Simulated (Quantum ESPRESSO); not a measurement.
# TiO2 (P4_2/mnm) in Quantum ESPRESSO: a series of runs

Runs on TiO2. Level: PBE. Tasks: single point, equation of state.

Program: Quantum ESPRESSO 7.5. These are calculated values, not measurements. Logs are shortened: lines on timing, memory, paths and dates and some standing lists are left out, and cuts for length are marked.

**1. The structure**

It takes space group P4_2/mnm (No. 136, tetragonal). The conventional cell has a = 4.600 Å, b = 4.600 Å, c = 2.959 Å, α = 90.00°, β = 90.00°, γ = 90.00°. Around Ti (site symmetry mmm) lie 6 O at 1.95 to 1.98 Å. O (site symmetry m2m) has 3 Ti at 1.95 to 1.98 Å as nearest neighbours.

The cell is a database's computed one.

**2. Single point, PBE, 9.81 Å³/atom**

Input file pw.in:

```
&CONTROL
  calculation = 'scf'
  prefix = 'pwscf'
  outdir = './tmp'
  pseudo_dir = './pseudo'
  tprnfor = .true.
  tstress = .true.
  disk_io = 'nowf'
/
&SYSTEM
  ibrav = 0
  nat = 6
  ntyp = 2
  ecutwfc = 55
  ecutrho = 440
  nbnd = 33
  occupations = 'smearing'
  smearing = 'fd'
  degauss = 0.00367493
/
&ELECTRONS
  conv_thr = 1.2d-09
  electron_maxstep = 120
  mixing_beta = 0.5
/
ATOMIC_SPECIES
Ti    47.8670 ti_pbe_v1.4.uspp.F.UPF
O     15.9990 O.pbe-n-kjpaw_psl.0.1.UPF
CELL_PARAMETERS angstrom
   4.5059367448    0.0000000000    0.0000000000
   0.0000000000    4.5059367448    0.0000000000
   0.0000000000    0.0000000000    2.8988044961
ATOMIC_POSITIONS crystal
Ti     0.0000000000    0.0000000000    0.5000000000
Ti     0.5000000000    0.5000000000    0.0000000000
O      0.3043213200    0.3043213200    0.5000000000
O      0.1956786800    0.8043213200    0.0000000000
O      0.8043213200    0.1956786800    0.0000000000
O      0.6956786800    0.6956786800    0.5000000000
K_POINTS automatic
6 6 9 0 0 0
```

Potentials or basis: SSSP 1.3 efficiency PBE.

Command:

```console
$ OMP_NUM_THREADS=1 mpirun -n 2 pw.x -nk 2 -in pw.in > pw.out
```

pw.out:

```text
This program is part of the open-source Quantum ESPRESSO suite
     for quantum simulation of materials; please cite
         "P. Giannozzi et al., J. Phys.:Condens. Matter 21 395502 (2009);
         "P. Giannozzi et al., J. Phys.:Condens. Matter 29 465901 (2017);
         "P. Giannozzi et al., J. Chem. Phys. 152 154105 (2020);
     in publications or presentations arising from this work. More details at

     file O.pbe-n-kjpaw_psl.0.1.UPF: wavefunction(s)  2P renormalized
     Message from routine setup:
     using ibrav=0 with symmetry is DISCOURAGED, use correct ibrav instead

     K-points division:     npool     =       2
     Subspace diagonalization in iterative solution of the eigenvalue problem:
     a serial algorithm will be used

     G-vector sticks info
     --------------------
     sticks:   dense  smooth     PW     G-vecs:    dense   smooth      PW
     Sum        2545    1273    377                61941    21873    3599

     Using Slab Decomposition

     bravais-lattice index     =            0
     lattice parameter (alat)  =       8.5150  a.u.
     unit-cell volume          =     397.1785 (a.u.)^3
     number of atoms/cell      =            6
     number of atomic types    =            2
     number of electrons       =        48.00
     number of Kohn-Sham states=           33
     kinetic-energy cutoff     =      55.0000  Ry
     charge density cutoff     =     440.0000  Ry
     scf convergence threshold =      1.2E-09
     mixing beta               =       0.5000
     number of iterations used =            8  plain     mixing
     Exchange-correlation= SLA  PW   PBX  PBC
                           (   1   4   3   4   0   0   0)

     celldm(1)=   8.514986  celldm(2)=   0.000000  celldm(3)=   0.000000
     celldm(4)=   0.000000  celldm(5)=   0.000000  celldm(6)=   0.000000

     crystal axes: (cart. coord. in units of alat)
               a(1) = (   1.000000   0.000000   0.000000 )
               a(2) = (   0.000000   1.000000   0.000000 )
               a(3) = (   0.000000   0.000000   0.643330 )

     reciprocal axes: (cart. coord. in units 2 pi/alat)
               b(1) = (  1.000000  0.000000  0.000000 )
               b(2) = (  0.000000  1.000000  0.000000 )
               b(3) = (  0.000000  0.000000  1.554412 )

     PseudoPot. # 1 for Ti read from file:
     ti_pbe_v1.4.uspp.F.UPF
     Pseudo is Ultrasoft + core correction, Zval = 12.0
     Generated by new atomic code, or converted to UPF format
     Using radial grid of  851 points,  6 beta functions with:
                l(1) =   0
                l(2) =   0
                l(3) =   1
                l(4) =   1
                l(5) =   2
                l(6) =   2
     Q(r) pseudized with  6 coefficients,  rinner =    1.000   1.000   1.000
                                                       1.000   1.000

     PseudoPot. # 2 for O  read from file:
     O.pbe-n-kjpaw_psl.0.1.UPF
     Pseudo is Projector augmented-wave + core cor, Zval =  6.0
     Generated using "atomic" code by A. Dal Corso  v.5.0.99 svn rev. 10869
     Shape of augmentation charge: BESSEL
     Using radial grid of 1095 points,  4 beta functions with:
                l(1) =   0
                l(2) =   0
                l(3) =   1
                l(4) =   1
     Q(r) pseudized with 0 coefficients

     atomic species   valence    mass     pseudopotential
     Ti               12.00    47.86700     Ti( 1.00)
     O                 6.00    15.99900     O ( 1.00)

     16 Sym. Ops., with inversion, found ( 8 have fractional translation)

   Cartesian axes

     site n.     atom                  positions (alat units)
         1        Ti     tau(   1) = (   0.0000000   0.0000000   0.3216650  )
         2        Ti     tau(   2) = (   0.5000000   0.5000000   0.0000000  )
         3        O      tau(   3) = (   0.3043213   0.3043213   0.3216650  )
         4        O      tau(   4) = (   0.1956787   0.8043213   0.0000000  )
         5        O      tau(   5) = (   0.8043213   0.1956787   0.0000000  )
         6        O      tau(   6) = (   0.6956787   0.6956787   0.3216650  )

     number of k points=    50  Fermi-Dirac smearing, width (Ry)=  0.0037
                       cart. coord. in units 2pi/alat
        k(    1) = (   0.0000000   0.0000000   0.0000000), wk =   0.0061728
        k(    2) = (   0.0000000   0.0000000   0.1727125), wk =   0.0123457
        k(    3) = (   0.0000000   0.0000000   0.3454249), wk =   0.0123457
        k(    4) = (   0.0000000   0.0000000   0.5181374), wk =   0.0123457
        k(    5) = (   0.0000000   0.0000000   0.6908498), wk =   0.0123457
        k(    6) = (   0.0000000   0.1666667   0.0000000), wk =   0.0246914
[... 42 lines left out ...]
        k(   49) = (  -0.5000000  -0.5000000   0.5181374), wk =   0.0123457
        k(   50) = (  -0.5000000  -0.5000000   0.6908498), wk =   0.0123457

     Dense  grid:    61941 G-vectors     FFT dimensions: (  60,  60,  40)

     Smooth grid:    21873 G-vectors     FFT dimensions: (  48,  48,  30)

     Check: negative core charge=   -0.000004

     Initial potential from superposition of free atoms

     starting charge      45.9999, renormalised to      48.0000

     negative rho (up, down):  2.593E-03 0.000E+00
     Starting wfcs are   36 randomized atomic wfcs
     Checking if some PAW data can be deallocated...

     Self-consistent Calculation

     iteration #  1     ecut=    55.00 Ry     beta= 0.50
     Davidson diagonalization with overlap
     ethr =  1.00E-02,  avg # of iterations =  2.0

     negative rho (up, down):  3.783E-03 0.000E+00

     total energy              =    -405.36269128 Ry
     estimated scf accuracy    <       1.23510952 Ry

     iteration #  2     ecut=    55.00 Ry     beta= 0.50
     Davidson diagonalization with overlap
     ethr =  2.57E-03,  avg # of iterations =  3.9
[... 78 lines left out ...]
     iteration # 11     ecut=    55.00 Ry     beta= 0.50
     Davidson diagonalization with overlap
     ethr =  1.69E-11,  avg # of iterations =  4.0

     negative rho (up, down):  2.556E-03 0.000E+00

     End of self-consistent calculation

          k = 0.0000 0.0000 0.0000 (  2737 PWs)   bands (ev):

   -46.6256 -46.6019 -23.0197 -23.0197 -22.8062 -22.8062 -22.7493 -22.7051
    -8.4447  -7.1912  -6.2900  -6.2900   4.0179   4.3778   4.7249   6.0112
     6.0112   7.3894   7.3894   8.0194   9.3519   9.5857   9.5857  10.0467
    12.0565  12.3900  12.6429  12.7579  12.7579  14.9238  15.0289  17.2058
    17.2058

          k = 0.0000 0.0000 0.1727 (  2737 PWs)   bands (ev):
[... 385 lines left out ...]
   -46.5619 -46.5619 -23.2775 -23.2775 -22.8547 -22.8547 -22.8018 -22.8018
    -7.0194  -7.0194  -6.6887  -6.6887   5.0058   5.0058   5.3306   5.3306
     6.3541   6.3541   7.2914   7.2914   8.6080   8.6080   9.3411   9.3411
    12.8940  12.8940  13.4867  13.4867  13.5354  13.5354  16.5182  16.5182
    16.6284

     the Fermi energy is    11.0271 ev

!    total energy              =    -405.90449292 Ry
     estimated scf accuracy    <          1.1E-09 Ry
     smearing contrib. (-TS)   =      -0.00000000 Ry
     internal energy E=F+TS    =    -405.90449292 Ry

     The total energy is F=E-TS. E is the sum of the following terms:
     one-electron contribution =    -115.66880674 Ry
     hartree contribution      =      83.52722197 Ry
     xc contribution           =     -66.11861161 Ry
     ewald contribution        =    -269.59102919 Ry
     one-center paw contrib.   =     -38.05326734 Ry

     convergence has been achieved in  11 iterations

     negative rho (up, down):  2.556E-03 0.000E+00

     Forces acting on atoms (cartesian axes, Ry/au):

     atom    1 type  1   force =     0.00000000    0.00000000    0.00000000
     atom    2 type  1   force =     0.00000000    0.00000000   -0.00000000
     atom    3 type  2   force =    -0.00846771   -0.00846771    0.00000000
     atom    4 type  2   force =     0.00846771   -0.00846771   -0.00000000
     atom    5 type  2   force =    -0.00846771    0.00846771    0.00000000
     atom    6 type  2   force =     0.00846771    0.00846771   -0.00000000

     Total force =     0.023950     Total SCF correction =     0.000012

     Computing stress (Cartesian axis) and pressure

     negative rho (up, down):  2.556E-03 0.000E+00
          total   stress  (Ry/bohr**3)                   (kbar)     P=      211.86
   0.00136220   0.00000000   0.00000000          200.39        0.00        0.00
   0.00000000   0.00136220   0.00000000            0.00      200.39        0.00
   0.00000000   0.00000000   0.00159609            0.00        0.00      234.79

=------------------------------------------------------------------------------=
   JOB DONE.
=------------------------------------------------------------------------------=
```

Wall time 54 s (2 MPI ranks of Arm Neoverse V1, shared host); peak memory 0.42 GiB.

Results:

| Quantity | Value |
| --- | --- |
| Free energy | -5522.6120 eV |
| Pressure | 21.2 GPa |
| Largest force | 0.308 eV/Å |
| Band gap on the k mesh | 2.01 eV, direct |

Caveat: an odd mesh through Γ misses points on the zone boundary, where band edges often lie.

**3. Single point, PBE, 10.02 Å³/atom**

Edit pw.in of step 2 so:

```diff
@@ -29,5 +29,5 @@
 CELL_PARAMETERS angstrom
-   4.5059367448    0.0000000000    0.0000000000
-   0.0000000000    4.5059367448    0.0000000000
-   0.0000000000    0.0000000000    2.8988044961
+   4.5376697393    0.0000000000    0.0000000000
+   0.0000000000    4.5376697393    0.0000000000
+   0.0000000000    0.0000000000    2.9192192849
 ATOMIC_POSITIONS crystal
```

Potentials or basis: SSSP 1.3 efficiency PBE.

Command:

```console
$ OMP_NUM_THREADS=1 mpirun -n 2 pw.x -nk 2 -in pw.in > pw.out
```

It took 55 s on 2 MPI ranks of Arm Neoverse V1, shared host; peak memory 0.44 GiB.

Results (log left out):

| Property | Result |
| --- | --- |
| Free energy | -5522.7541 eV |
| Pressure | 14.8 GPa |
| Largest force | 0.196 eV/Å |
| Band gap on the k mesh | 1.96 eV, direct |

Caveat: an odd mesh through Γ misses points on the zone boundary, where band edges often lie.

**4. Single point, PBE, 10.23 Å³/atom**

Edit pw.in of step 3 so:

```diff
@@ -29,5 +29,5 @@
 CELL_PARAMETERS angstrom
-   4.5376697393    0.0000000000    0.0000000000
-   0.0000000000    4.5376697393    0.0000000000
-   0.0000000000    0.0000000000    2.9192192849
+   4.5689650023    0.0000000000    0.0000000000
+   0.0000000000    4.5689650023    0.0000000000
+   0.0000000000    0.0000000000    2.9393524679
 ATOMIC_POSITIONS crystal
```

Command:

```console
$ OMP_NUM_THREADS=1 mpirun -n 2 pw.x -nk 2 -in pw.in > pw.out
```

It took 55 s on 2 MPI ranks of Arm Neoverse V1, shared host; peak memory 0.44 GiB.

The run converged. Its results:

| Quantity | Value |
| --- | --- |
| Free energy | -5522.8490 eV |
| Pressure | 9.1 GPa |
| Largest force | 0.092 eV/Å |
| Band gap on the k mesh | 1.91 eV, direct |

Caveat: an odd mesh through Γ misses points on the zone boundary, where band edges often lie.

**5. Single point, PBE, 10.44 Å³/atom**

Edit pw.in of step 4 so:

```diff
@@ -29,5 +29,5 @@
 CELL_PARAMETERS angstrom
-   4.5689650023    0.0000000000    0.0000000000
-   0.0000000000    4.5689650023    0.0000000000
-   0.0000000000    0.0000000000    2.9393524679
+   4.5998373239    0.0000000000    0.0000000000
+   0.0000000000    4.5998373239    0.0000000000
+   0.0000000000    0.0000000000    2.9592135600
 ATOMIC_POSITIONS crystal
```

Command:

```console
$ OMP_NUM_THREADS=1 mpirun -n 2 pw.x -nk 2 -in pw.in > pw.out
```

Run time: 58 s. Hardware: 2 MPI ranks of Arm Neoverse V1, shared host; peak memory 0.44 GiB.

Results (log left out):

```yaml
Free_energy: -5522.9013 eV
Pressure: 3.9 GPa
Largest_force: 0.005 eV/Å
Band_gap_on_the_k_mesh: 1.86 eV, direct
```

Caveat: an odd mesh through Γ misses points on the zone boundary, where band edges often lie.

**6. Single point, PBE, 10.64 Å³/atom**

Edit pw.in of step 5 so:

```diff
@@ -29,5 +29,5 @@
 CELL_PARAMETERS angstrom
-   4.5998373239    0.0000000000    0.0000000000
-   0.0000000000    4.5998373239    0.0000000000
-   0.0000000000    0.0000000000    2.9592135600
+   4.6303007105    0.0000000000    0.0000000000
+   0.0000000000    4.6303007105    0.0000000000
+   0.0000000000    0.0000000000    2.9788115719
 ATOMIC_POSITIONS crystal
```

Potentials or basis: SSSP 1.3 efficiency PBE.

Command:

```console
$ OMP_NUM_THREADS=1 mpirun -n 2 pw.x -nk 2 -in pw.in > pw.out
```

Wall time 59 s (2 MPI ranks of Arm Neoverse V1, shared host); peak memory 0.46 GiB.

It converged, with:

```
Free energy            : -5522.9152 eV
Pressure               : -0.7 GPa
Largest force          : 0.095 eV/Å
Band gap on the k mesh : 1.81 eV, direct
```

Caveat: an odd mesh through Γ misses points on the zone boundary, where band edges often lie.

**7. Single point, PBE, 10.85 Å³/atom**

Edit pw.in of step 6 so:

```diff
@@ -29,5 +29,5 @@
 CELL_PARAMETERS angstrom
-   4.6303007105    0.0000000000    0.0000000000
-   0.0000000000    4.6303007105    0.0000000000
-   0.0000000000    0.0000000000    2.9788115719
+   4.6603684408    0.0000000000    0.0000000000
+   0.0000000000    4.6603684408    0.0000000000
+   0.0000000000    0.0000000000    2.9981550462
 ATOMIC_POSITIONS crystal
```

Command:

```console
$ OMP_NUM_THREADS=1 mpirun -n 2 pw.x -nk 2 -in pw.in > pw.out
```

Wall time 61 s (2 MPI ranks of Arm Neoverse V1, shared host); peak memory 0.46 GiB.

Results (log left out):

| Property | Result |
| --- | --- |
| Free energy | -5522.8946 eV |
| Pressure | -4.9 GPa |
| Largest force | 0.179 eV/Å |
| Band gap on the k mesh | 1.76 eV, direct |

Caveat: an odd mesh through Γ misses points on the zone boundary, where band edges often lie.

**8. Single point, PBE, 11.06 Å³/atom**

Edit pw.in of step 7 so:

```diff
@@ -29,5 +29,5 @@
 CELL_PARAMETERS angstrom
-   4.6603684408    0.0000000000    0.0000000000
-   0.0000000000    4.6603684408    0.0000000000
-   0.0000000000    0.0000000000    2.9981550462
+   4.6900531165    0.0000000000    0.0000000000
+   0.0000000000    4.6900531165    0.0000000000
+   0.0000000000    0.0000000000    3.0172520901
 ATOMIC_POSITIONS crystal
```

Command:

```console
$ OMP_NUM_THREADS=1 mpirun -n 2 pw.x -nk 2 -in pw.in > pw.out
```

It took 60 s on 2 MPI ranks of Arm Neoverse V1, shared host; peak memory 0.46 GiB.

It converged, with:

```yaml
Free_energy: -5522.8428 eV
Pressure: -8.7 GPa
Largest_force: 0.258 eV/Å
Band_gap_on_the_k_mesh: 1.71 eV, direct
```

Caveat: an odd mesh through Γ misses points on the zone boundary, where band edges often lie.

**9. Equation of state, PBE**

Potentials or basis: SSSP 1.3 efficiency PBE.

This step only gathers the single runs of the series.

Results:

| Property | Result |
| --- | --- |
| Equilibrium volume | 10.62 Å³/atom |
| Bulk modulus at fixed shape and positions | 227 GPa |
| Pressure derivative of the bulk modulus | 4.3 |

Energy against volume, from the lowest point:
```csv
volume (Å³/atom),energy (meV/atom)
9.809,50.54
10.018,26.86
10.227,11.04
10.435,2.32
10.644,0.00
10.853,3.44
11.062,12.06
```

Caveat: the cell was scaled at fixed shape and fractional positions, which overstates the stiffness of a crystal with free parameters, most of all of layers and chains.
